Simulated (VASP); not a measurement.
Here is a VASP 6.6.1 calculation.

File INCAR:

```
SYSTEM = KF
  ALGO = Fast
  EDIFF = 1E-6
  ENCUT = 520
  GGA = PE
  ISIF = 2
  ISMEAR = 0
  LASPH = .TRUE.
  LCHARG = .FALSE.
  LREAL = .FALSE.
  LWAVE = .FALSE.
  NBANDS = 15
  NELM = 100
  PREC = Accurate
  SIGMA = 0.02
```

KPOINTS

```
k-points
0
G
  8 8 8
  0 0 0
```

POSCAR

```
KF
1.0
    2.1045008126      1.2150341107      3.4370946662
   -2.1045008126      1.2150341107      3.4370946662
    0.0000000000     -2.4300682213      3.4370946662
K F
1 1
Direct
    0.2493696479      0.2493696479      0.2493696479
   -0.0006130279     -0.0006130279     -0.0006130279
```

Potentials or basis: VASP PAW PBE potentials, release 64 (K_sv, F).

Launch:

```console
$ cat potpaw_PBE.64/K_sv/POTCAR potpaw_PBE.64/F/POTCAR > POTCAR
$ mpirun -np 1 vasp_std > vasp.out
```

Q: What does it give for the band gap on the k mesh?

A: 5.05 eV, indirect (least direct gap 5.22 eV).

Q: What does it give for the pressure?

A: 0.0 GPa.

A k mesh can miss the band edges.
